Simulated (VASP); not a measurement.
Here is a VASP 6.6.1 calculation.

Contents of INCAR:

```
ALGO = Normal ; EDIFF = 1E-7
ENCUT = 520 ; GGA = PE
ISIF = 2 ; ISMEAR = -5
LASPH = True ; LCHARG = False
LREAL = False ; LWAVE = False
NBANDS = 15 ; NELM = 100
PREC = Accurate ; SIGMA = 0.1
```

Contents of KPOINTS:

```
k-points
0
Gamma
  7 7 7
```

Contents of POSCAR:

```
RbBr
1.0
    0.0000000000      3.4275000000      3.4275000000
    3.4275000000      0.0000000000      3.4275000000
    3.4275000000      3.4275000000      0.0000000000
Rb Br
1 1
Direct
    0.0000000000      0.0000000000      0.0000000000
    0.5000000000      0.5000000000      0.5000000000
```

Potentials or basis: VASP PAW PBE potentials, release 64 (Rb_sv, Br).

Command:

```console
$ cat potpaw_PBE.64/Rb_sv/POTCAR potpaw_PBE.64/Br/POTCAR > POTCAR
$ mpirun -np 1 vasp_std > vasp.out
```

Q: Estimate the band gap on the k mesh.

A: 4.36 eV, direct.

Q: Predict the pressure.

A: 1.0 GPa.

Caveat: an odd mesh through Γ misses points on the zone boundary, where band edges often lie.
